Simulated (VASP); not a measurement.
# CdTe (F-43m) in VASP: notebook, part 2 of 2

VASP 6.6.1. Earlier steps stand in the parts before.

### 4 Single point, PBEsol

This run uses another cell than the first one, of 33.91 Å³/atom, 1.096 times its volume.

INCAR

```
SYSTEM = CdTe
PREC = Accurate ; ENCUT = 500
EDIFF = 1E-6 ; ISMEAR = 0
SIGMA = 0.01 ; LREAL = .False.
LASPH = .True. ; NELM = 120
ALGO = Normal ; ISIF = 2
LWAVE = .False. ; LCHARG = .False.
GGA = PS ; NBANDS = 16
GGA_COMPAT = .False.
```

KPOINTS

```
Automatic mesh
0
Gamma
  6 6 6
  0 0 0
```

POSCAR

```
CdTe
1.0
    0.0000000000      3.2367347371      3.2367347371
    3.2367347371      0.0000000000      3.2367347371
    3.2367347371      3.2367347371      0.0000000000
Cd Te
1 1
Direct
    0.0000000000      0.0000000000      0.0000000000
    0.2500000000      0.2500000000      0.2500000000
```

Potentials or basis: VASP PAW PBE potentials, release 64 (Cd, Te).

Launch:

```sh
cat potpaw_PBE.64/Cd/POTCAR potpaw_PBE.64/Te/POTCAR > POTCAR
mpirun -np 1 vasp_std > vasp.out
```

OUTCAR:

```text
SYSTEM = CdTe
   PREC = Accurate
   ENCUT = 500
   EDIFF = 1E-6
   ISMEAR = 0
   LREAL = .False.
   LASPH = .True.
   NELM = 120
   ISIF = 2
   GGA = PS

 ion  position               nearest neighbor table
   1  0.000  0.000  0.000-   2 2.80   2 2.80   2 2.80   2 2.80
   2  0.250  0.250  0.250-   1 2.80   1 2.80   1 2.80   1 2.80

  LATTYP: Found a face centered cubic cell.
 ALAT       =     6.4734694742

  Lattice vectors:

 A1 = (   0.0000000000,   3.2367347371,   3.2367347371)
 A2 = (   3.2367347371,   0.0000000000,   3.2367347371)
 A3 = (   3.2367347371,   3.2367347371,   0.0000000000)

Analysis of symmetry for initial positions (statically):
=====================================================================
 Subroutine PRICEL returns:
 Original cell was already a primitive cell.

 Routine SETGRP: Setting up the symmetry group for a
 face centered cubic supercell.

 Subroutine GETGRP returns: Found 24 space group operations
 (whereof 24 operations were pure point group operations)
 out of a pool of 48 trial point group operations.

The static configuration has the point symmetry T_d .

Analysis of symmetry for dynamics (positions and initial velocities):
=====================================================================
 Subroutine PRICEL returns:
 Original cell was already a primitive cell.

 Routine SETGRP: Setting up the symmetry group for a
 face centered cubic supercell.

 Subroutine GETGRP returns: Found 24 space group operations
 (whereof 24 operations were pure point group operations)
 out of a pool of 48 trial point group operations.

The dynamic configuration has the point symmetry T_d .

 Subroutine INISYM returns: Found 24 space group operations
 (whereof 24 operations are pure point group operations),
 and found     1 'primitive' translations

----------------------------------------------------------------------------------------

                                     Primitive cell

  volume of cell :      67.8190

  direct lattice vectors                    reciprocal lattice vectors
     0.000000000  3.236734737  3.236734737    -0.154476669  0.154476669  0.154476669
     3.236734737  0.000000000  3.236734737     0.154476669 -0.154476669  0.154476669
     3.236734737  3.236734737  0.000000000     0.154476669  0.154476669 -0.154476669

  length of vectors
     4.577434163  4.577434163  4.577434163     0.267561439  0.267561439  0.267561439

  position of ions in fractional coordinates (direct lattice)
     0.000000000  0.000000000  0.000000000
     0.250000000  0.250000000  0.250000000

  ion indices of the primitive-cell ions
   primitive index   ion index
                 1           1
                 2           2

----------------------------------------------------------------------------------------

 KPOINTS: Automatic mesh

Automatic generation of k-mesh.
 Grid dimensions read from file:
 generate k-points for:    6    6    6

 Generating k-lattice:

  Cartesian coordinates                     Fractional coordinates (reciprocal lattice)
    -0.025746111  0.025746111  0.025746111     0.166666667  0.000000000  0.000000000
     0.025746111 -0.025746111  0.025746111     0.000000000  0.166666667  0.000000000
     0.025746111  0.025746111 -0.025746111     0.000000000  0.000000000  0.166666667

  Length of vectors
     0.044593573  0.044593573  0.044593573

  Shift w.r.t. Gamma in fractional coordinates (k-lattice)
     0.000000000  0.000000000  0.000000000

 Subroutine IBZKPT returns following result:
 ===========================================

 Found     16 irreducible k-points:

 Following reciprocal coordinates:
            Coordinates               Weight
  0.000000  0.000000  0.000000      1.000000
  0.166667  0.000000  0.000000      8.000000
  0.333333  0.000000  0.000000      8.000000
  0.500000  0.000000  0.000000      4.000000
  0.166667  0.166667  0.000000      6.000000
  0.333333  0.166667  0.000000     24.000000
[... 8 lines left out ...]
 -0.333333  0.333333  0.166667     24.000000
 -0.333333  0.500000  0.166667     12.000000
   k-points           NKPTS =     16   k-points in BZ     NKDIM =     16   number of bands    NBANDS=     16
   number of dos      NEDOS =    301   number of ions     NIONS =      2
   total plane-waves  NPLWV =  46656
   dimension x,y,z NGX =    36 NGY =   36 NGZ =   36
   dimension x,y,z NGXF=    72 NGYF=   72 NGZF=   72
   ions per type =               1   1
   NGX,Y,Z   is equivalent  to a cutoff of  13.07, 13.07, 13.07 a.u.
   NGXF,Y,Z  is equivalent  to a cutoff of  26.15, 26.15, 26.15 a.u.
 SYSTEM =  CdTe
   PREC   = accura    normal or accurate (medium, high low for compatibility)
   ISTART =      0    job   : 0-new  1-cont  2-samecut
   ICHARG =      2    charge: 1-file 2-atom 10-const
   ISPIN  =      1    spin polarized calculation?
   LNONCOLLINEAR =      F non collinear calculations
   LSORBIT =      F    spin-orbit coupling
   LASPH  =      T    aspherical Exc in radial PAW
   ENCUT  =  500.0 eV  36.75 Ry    6.06 a.u.   8.35  8.35  8.35*2*pi/ulx,y,z
   NELM   =    120;   NELMIN=  2; NELMDL= -5     # of ELM steps
   EDIFF  = 0.1E-05   stopping-criterion for ELM
   LREAL  =      F    real-space projection
   EDIFFG = 0.1E-04   stopping-criterion for IOM
   NSW    =      0    number of steps for IOM
   IBRION =     -1    ionic relax: 0-MD 1-quasi-New 2-CG
   NFREE  =      0    steps in history (QN), initial steepest desc. (CG)
   ISIF   =      2    stress and relaxation
   ISYM   =      2    0-nonsym 1-usesym 2-fastsym
   POTIM  = 0.5000    time-step for ionic-motion
   TEBEG  =    0.0;   TEEND  =   0.0 temperature during run
   PSTRESS=    0.0 pullay stress
   NELECT =      18.0000    total number of electrons
   NUPDOWN=      -1.0000    fix difference up-down
   EMIN   =  10.00;   EMAX   =-10.00  energy-range for DOS
   EFERMI =   0.00;   METHOD = LEGACY
   ISMEAR =     0;   SIGMA  =   0.01  broadening in eV -4-tet -1-fermi 0-gaus
   EFERMI_NEDOS =   21; number of points for ismear=-14 and -15
   IALGO  =     38    algorithm
   IMIX   =      4    mixing-type and parameters
     AMIX     =   0.40;   BMIX     =  1.00
     AMIX_MAG =   1.60;   BMIX_MAG =  1.00
  volume/ion in A,a.u.               =      33.91       228.83
  Fermi-wavevector in a.u.,A,eV,Ry     =   1.052080  1.988142 15.059898  1.106871
  Thomas-Fermi vector in A             =   2.187148
   LORBIT       =      0    0 simple, 1 ext, 2 COOP (PROOUT), +10 PAW based schemes
   GGA     = PS    functional components
   LHFCALC =     F    Hartree Fock is set to
   AEXX    =    0.0000 exact exchange contribution
   IVDW    =     0    specifies the selected vdW correction
   LEPSILON=     F    determine dielectric tensor
   LRPA    =     F    only Hartree local field effects (RPA)
 non-spin polarized calculation
 Gauss-broadening in eV      SIGMA  =   0.01
  energy-cutoff  :      500.00
  volume of cell :       67.82
 maximum number of plane-waves:      1759
 NGX is ok and might be reduce to    36
   NGX = 17   NGY = 17   NGZ = 17

 number of electron      17.9999996 magnetization

 Free energy of the ion-electron system (eV)
  ---------------------------------------------------
  ext. energy  EPLUGINS =         0.00000000
  ---------------------------------------------------
  free energy    TOTEN  =        -5.48248785 eV

  energy without entropy =       -5.48248785  energy(sigma->0) =       -5.48248785

 E-fermi :   2.3553     XC(G=0):  -8.7952

 val. band max:        2.2463401611   @ k =   0.0000   0.0000   0.0000
 cond. band min:       2.9170487926   @ k =   0.0000   0.0000   0.0000
 fundamental gap:      0.6707086316
 Fermi energy:         2.3552526446

 k-point     1 :       0.0000    0.0000    0.0000
  band No.  band energies     occupation
      1      -8.9856      2.00000
      2      -6.0256      2.00000
      3      -6.0256      2.00000
      4      -6.0256      2.00000
      5      -5.7583      2.00000
      6      -5.7583      2.00000
[... 8 lines left out ...]
     15      11.5956      0.00000
     16      11.5956      0.00000
[... 267 lines left out ...]
 k-point    16 :      -0.3333    0.5000    0.1667
  band No.  band energies     occupation
      1      -8.4520      2.00000
      2      -5.8919      2.00000
      3      -5.8900      2.00000
      4      -5.8079      2.00000
      5      -5.7454      2.00000
      6      -5.2069      2.00000
[... 8 lines left out ...]
     15      13.3058      0.00000
     16      13.5365      0.00000

------------------------ aborting loop because EDIFF is reached ----------------------------------------

  FORCE on cell =-STRESS in cart. coord.  units (eV):
  Direction    XX          YY          ZZ          XY          YZ          ZX
  --------------------------------------------------------------------------------------
  -------------------------------------------------------------------------------------
  Total        0.2090502      0.2090502      0.2090502      0.0000000      0.0000000      0.0000000
  in kB        4.9386675      4.9386675      4.9386675      0.0000000      0.0000000      0.0000000
  external PRESSURE =       4.9386675 kB  Pullay stress =       0.0000000 kB

 VOLUME and BASIS-vectors are now :
 -----------------------------------------------------------------------------
  energy-cutoff  :      500.00
  volume of cell :       67.82
      direct lattice vectors                 reciprocal lattice vectors
     0.000000000  3.236734737  3.236734737    -0.154476669  0.154476669  0.154476669
     3.236734737  0.000000000  3.236734737     0.154476669 -0.154476669  0.154476669
     3.236734737  3.236734737  0.000000000     0.154476669  0.154476669 -0.154476669

 POSITION                                       TOTAL-FORCE (eV/Angst)
 -----------------------------------------------------------------------------------
      0.00000      0.00000      0.00000         0.000000      0.000000      0.000000
      1.61837      1.61837      1.61837        -0.000000     -0.000000     -0.000000
 -----------------------------------------------------------------------------------
    total drift:                                0.000000      0.000000      0.000000

  FREE ENERGIE OF THE ION-ELECTRON SYSTEM (eV)
  ---------------------------------------------------
  free  energy   TOTEN  =        -5.4824878514 eV

  energy  without entropy=       -5.4824878514  energy(sigma->0) =       -5.48248785
```

It took 7.8 s on 1 thread of Intel Xeon 6975P-C (Granite Rapids), shared host; peak memory 0.2 GiB.

What came out:

```yaml
Free_energy: -5.4825 eV
Pressure: 0.5 GPa
Band_gap_on_the_k_mesh: 0.67 eV, direct
```

Caveat: the PAW data sets were made with another functional, which shifts forces and pressure a little; spin-orbit coupling is left out, which moves the levels of the heavy elements.

### 5 Single point, PBEsol

This run uses another cell than the first one, of 34.90 Å³/atom, 1.128 times its volume.

INCAR

```
PREC     = Accurate       # precision mode
ENCUT    = 500            # plane-wave cutoff, eV
EDIFF    = 1E-6           # SCF threshold, eV
ISMEAR   = 0              # smearing method
SIGMA    = 0.01           # smearing width, eV
LREAL    = F              # projectors in reciprocal space
LASPH    = T              # aspherical terms in the spheres
NELM     = 120            # most SCF steps
ALGO     = Normal         # electronic algorithm
ISIF     = 2              # what is computed and relaxed
LWAVE    = F              # write WAVECAR
LCHARG   = F              # write CHGCAR
GGA      = PS             # functional
NBANDS   = 16             # bands
GGA_COMPAT= F
```

KPOINTS

```
regular mesh
0
Gamma
  6 6 6
```

POSCAR

```
CdTe
1.0
    0.0000000000      3.2678590959      3.2678590959
    3.2678590959      0.0000000000      3.2678590959
    3.2678590959      3.2678590959      0.0000000000
Cd Te
1 1
Direct
    0.0000000000      0.0000000000      0.0000000000
    0.2500000000      0.2500000000      0.2500000000
```

Launch:

```sh
cat potpaw_PBE.64/Cd/POTCAR potpaw_PBE.64/Te/POTCAR > POTCAR
mpirun -np 1 vasp_std > vasp.out
```

Wall time 7.8 s (1 thread of Intel Xeon 6975P-C (Granite Rapids), shared host); peak memory 0.21 GiB.

Results (log left out):

- Free energy: -5.4812 eV
- Pressure: -0.7 GPa
- Band gap on the k mesh: 0.59 eV, direct

Levels at points of the mesh, in eV from the valence-band top:
```csv
k point,band 6,band 7,band 8,band 9,band 10,band 11,band 12,band 13
"(0.00, 0.00, 0.00)",-7.93,0.00,0.00,0.00,0.59,4.56,4.56,4.56
"(0.50, 0.00, 0.00)",-7.60,-4.33,-0.75,-0.75,1.71,5.14,5.14,6.91
"(0.50, 0.50, 0.00)",-7.47,-4.23,-1.80,-1.80,2.54,2.60,8.59,8.94
```

Caveat: the PAW data sets were made with another functional, which shifts forces and pressure a little; spin-orbit coupling is left out, which moves the levels of the heavy elements.

### 6 The runs side by side

```csv
cell,gap on the mesh (eV),pressure (GPa)
"a = 4.440 Å, angles 60.0°, 2 atoms",0.95,5.4
"a = 4.487 Å, angles 60.0°, 2 atoms",0.85,3.5
"a = 4.577 Å, angles 60.0°, 2 atoms",0.67,0.5
"a = 4.621 Å, angles 60.0°, 2 atoms",0.59,-0.7
```

Alike in all rows: task single point; level PBEsol; potentials or basis VASP PAW PBE potentials, release 64 (Cd, Te); no spin polarisation; k mesh 6 × 6 × 6; cutoff (eV) 500; smearing gaussian 0.01 eV.

Caveats: the PAW data sets were made with another functional, which shifts forces and pressure a little; spin-orbit coupling is left out, which moves the levels of the heavy elements.

Absolute energies hang on the potentials; compare differences alone.

### 7 Comparison with measurements

Step 4. A measured gap of CdTe is 1.607 eV (0 K; a printed reference work, data compilation); the calculated 0.67 eV misses it by -0.94 eV. Spin-orbit coupling on Cd, Te is left out. The value is that of PBEsol, without temperature or zero-point motion. Semilocal functionals fall short of measured gaps as a rule.

Step 5. Against the measured gap of CdTe, 1.607 eV (0 K; a printed reference work, data compilation), the calculated 0.59 eV is off by -1.02 eV. So large a miss can be the level of theory's own, or it may mean another phase, state or a wrong row. Spin-orbit coupling on Cd, Te is left out. The value is that of PBEsol, without temperature or zero-point motion. Semilocal functionals fall short of measured gaps as a rule.
